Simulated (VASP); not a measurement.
# Si (Fd-3m) in VASP: further runs, part 2 of 2

VASP 6.6.1. Earlier steps stand in the parts before.

### 3 Born charges and dielectric tensor, LDA

Contents of INCAR:

```
  ALGO = Normal
  EDIFF = 1E-8
  ENCUT = 350
  IBRION = 8
  ISIF = 2
  ISMEAR = 0
  LASPH = True
  LCHARG = False
  LEPSILON = True
  LREAL = False
  LWAVE = False
  NELM = 100
  NSW = 1
  PREC = Accurate
  SIGMA = 0.02
```

Contents of KPOINTS:

```
k-points
0
Gamma
  6 6 6
```

Contents of POSCAR:

```
Si                                      
1.0
    0.0000000000      2.7017505687      2.7017505687
    2.7017505687      0.0000000000      2.7017505687
    2.7017505687      2.7017505687      0.0000000000
  Si            
     2
Direct
     0.7500000000000000    0.7500000000000000    0.7500000000000000
     0.5000000000000000    0.5000000000000000    0.5000000000000000
```

Potentials or basis: VASP PAW LDA potentials, release 64 (Si).

On the command line:

```sh
> cat potpaw_LDA.64/Si/POTCAR > POTCAR
> mpirun -np 1 vasp_std > vasp.out
```

OUTCAR:

```text
EDIFF = 1E-8
   ENCUT = 350
   IBRION = 8
   ISIF = 2
   ISMEAR = 0
   LASPH = True
   LEPSILON = True
   LREAL = False
   NELM = 100
   NSW = 1
   PREC = Accurate

 ion  position               nearest neighbor table
   1  0.750  0.750  0.750-   2 2.34   2 2.34   2 2.34   2 2.34
   2  0.500  0.500  0.500-   1 2.34   1 2.34   1 2.34   1 2.34

  LATTYP: Found a face centered cubic cell.
 ALAT       =     5.4035011374

  Lattice vectors:

 A1 = (   0.0000000000,   2.7017505687,   2.7017505687)
 A2 = (   2.7017505687,   0.0000000000,   2.7017505687)
 A3 = (   2.7017505687,   2.7017505687,   0.0000000000)

Analysis of symmetry for initial positions (statically):
=====================================================================
 Subroutine PRICEL returns:
 Original cell was already a primitive cell.

 Routine SETGRP: Setting up the symmetry group for a
 face centered cubic supercell.

 Subroutine GETGRP returns: Found 48 space group operations
 (whereof 24 operations were pure point group operations)
 out of a pool of 48 trial point group operations.

The static configuration has the point symmetry T_d .
 The point group associated with its full space group is O_h .

Analysis of symmetry for dynamics (positions and initial velocities):
=====================================================================
 Subroutine PRICEL returns:
 Original cell was already a primitive cell.

 Routine SETGRP: Setting up the symmetry group for a
 face centered cubic supercell.

 Subroutine GETGRP returns: Found 48 space group operations
[... 423 lines left out ...]
  y     0.00000     0.00000     0.00000    -0.00000     0.00000     0.00000
  z     0.00000     0.00000     0.00000     0.00000    -0.00000     0.00000

 BORN EFFECTIVE CHARGES (including local field effects) (in |e|, cummulative output)
 ---------------------------------------------------------------------------------
 ion    1
    1     0.00000    -0.00000     0.00000
    2     0.00000     0.00000    -0.00000
    3    -0.00000     0.00000     0.00000
 ion    2
    1    -0.00000     0.00000     0.00000
    2     0.00000    -0.00000     0.00000
    3     0.00000     0.00000    -0.00000

 INTERNAL STRAIN TENSOR FOR ION    2 for displacements in x,y,z  (eV/Angst):
          X           Y           Z          XY          YZ          ZX
  --------------------------------------------------------------------------------
  x     0.00000    -0.00000    -0.00000     0.00000     9.50172     0.00000
  y     0.00000     0.00000     0.00000     0.00000     0.00000     9.50172
  z    -0.00000    -0.00000     0.00000     9.50172     0.00000     0.00000

 SECOND DERIVATIVES (NOT SYMMETRIZED)
 ------------------------------------
               1X          1Y          1Z          2X          2Y          2Z
  1X   -13.688947    0.000000    0.000000   13.688947    0.000000    0.000000
  1Y     0.000000  -13.688947    0.000000    0.000000   13.688947    0.000000
  1Z     0.000000    0.000000  -13.688947    0.000000    0.000000   13.688947
  2X    13.688947    0.000000    0.000000  -13.688947    0.000000    0.000000
  2Y     0.000000   13.688947    0.000000    0.000000  -13.688947    0.000000
  2Z     0.000000    0.000000   13.688947    0.000000    0.000000  -13.688947

 Eigenvectors and eigenvalues of the dynamical matrix
 ----------------------------------------------------

   1 f  =   15.435245 THz    96.982504 2PiTHz  514.864348 cm-1    63.835015 meV
             X         Y         Z           dx          dy          dz
      4.052626  4.052626  4.052626     0.000000    0.373056    0.600691
      2.701751  2.701751  2.701751     0.000000   -0.373056   -0.600691
[... 16 lines left out ...]
   5 f  =    0.000000 THz     0.000000 2PiTHz    0.000000 cm-1     0.000000 meV
             X         Y         Z           dx          dy          dz
      4.052626  4.052626  4.052626     0.707107    0.000000    0.000000
      2.701751  2.701751  2.701751     0.707107    0.000000    0.000000

   6 f/i=    0.000000 THz     0.000002 2PiTHz    0.000008 cm-1     0.000001 meV
             X         Y         Z           dx          dy          dz
      4.052626  4.052626  4.052626     0.000000   -0.688191   -0.162460
      2.701751  2.701751  2.701751     0.000000   -0.688191   -0.162460

--------------------------------------------------------------------------------------------------------

 MACROSCOPIC STATIC DIELECTRIC TENSOR IONIC CONTRIBUTION
 ------------------------------------------------------
           0.000000    -0.000000    -0.000000
          -0.000000     0.000000    -0.000000
          -0.000000    -0.000000     0.000000
 ------------------------------------------------------

 ELASTIC MODULI CONTR FROM IONIC RELAXATION (kBar)
 Direction    XX          YY          ZZ          XY          YZ          ZX
 --------------------------------------------------------------------------------
 XX          -0.0000     -0.0000      0.0000      0.0000     -0.0000     -0.0000
 YY          -0.0000     -0.0000     -0.0000      0.0000      0.0000     -0.0000
 ZZ           0.0000     -0.0000     -0.0000     -0.0000      0.0000     -0.0000
 XY           0.0000      0.0000     -0.0000   -267.9040      0.0000      0.0000
 YZ          -0.0000      0.0000      0.0000      0.0000   -267.9040      0.0000
 ZX          -0.0000     -0.0000     -0.0000      0.0000      0.0000   -267.9040
 --------------------------------------------------------------------------------

 PIEZOELECTRIC TENSOR IONIC CONTR  for field in x, y, z        (C/m^2)
          XX          YY          ZZ          XY          YZ          ZX
  --------------------------------------------------------------------------------
  x    -0.00000     0.00000     0.00000     0.00000    -0.00000     0.00000
  y    -0.00000    -0.00000    -0.00000     0.00000     0.00000    -0.00000
  z     0.00000     0.00000    -0.00000    -0.00000     0.00000     0.00000
```

OSZICAR:

```text
N       E                     dE             d eps       ncg     rms          rms(c)
DAV:   1     0.405011258751E+01    0.40501E+01   -0.28711E+03   256   0.604E+02
DAV:   2    -0.119702891942E+02   -0.16020E+02   -0.15841E+02   424   0.761E+01
DAV:   3    -0.121676827825E+02   -0.19739E+00   -0.19739E+00   344   0.108E+01
DAV:   4    -0.121683916014E+02   -0.70882E-03   -0.70882E-03   424   0.704E-01
[... 12 lines left out ...]
RMM:   8    -0.176907785928E-01   -0.27014E-07   -0.33584E-07  1289   0.879E-05    0.313E-05
RMM:   9    -0.176907108187E-01    0.67774E-07    0.12675E-07  1279   0.312E-05    0.541E-06
RMM:  10    -0.176907439590E-01   -0.33140E-07    0.90810E-09  1309   0.158E-05    0.282E-06
RMM:  11    -0.176907322165E-01    0.11742E-07    0.72322E-09  1158   0.115E-05    0.361E-07
RMM:  12    -0.176907368239E-01   -0.46074E-08   -0.46957E-09   734   0.968E-06    0.155E-07
 Linear response finished
```

Wall time 57 s (1 thread of AMD EPYC 7R43 (Zen 3), shared host); peak memory 0.11 GiB.

Results:

| Property | Result |
| --- | --- |
| Band gap on the k mesh | 0.57 eV, indirect (least direct gap 2.53 eV) |
| Electronic dielectric tensor (diagonal) | 16.99 |
| Born charges (mean of the diagonal) | Si +0.00 e |
| Highest phonon frequency at Γ | 515 cm⁻¹ |

Phonon frequencies in cm⁻¹ (negative: imaginary):
| q point | frequencies |
| --- | --- |
| (0.000, 0.000, 0.000) | 0 0 0 515 515 515 |

Electronic dielectric tensor:
```
16.99  0.00  0.00
 0.00 16.99  0.00
 0.00  0.00 16.99
```

Born effective charge tensors (e):
atom 1, Si
```
0.00 0.00 0.00
0.00 0.00 0.00
0.00 0.00 0.00
```
atom 2, Si
```
0.00 0.00 0.00
0.00 0.00 0.00
0.00 0.00 0.00
```

Caveat: the gap is small at this level, which inflates the dielectric constant.
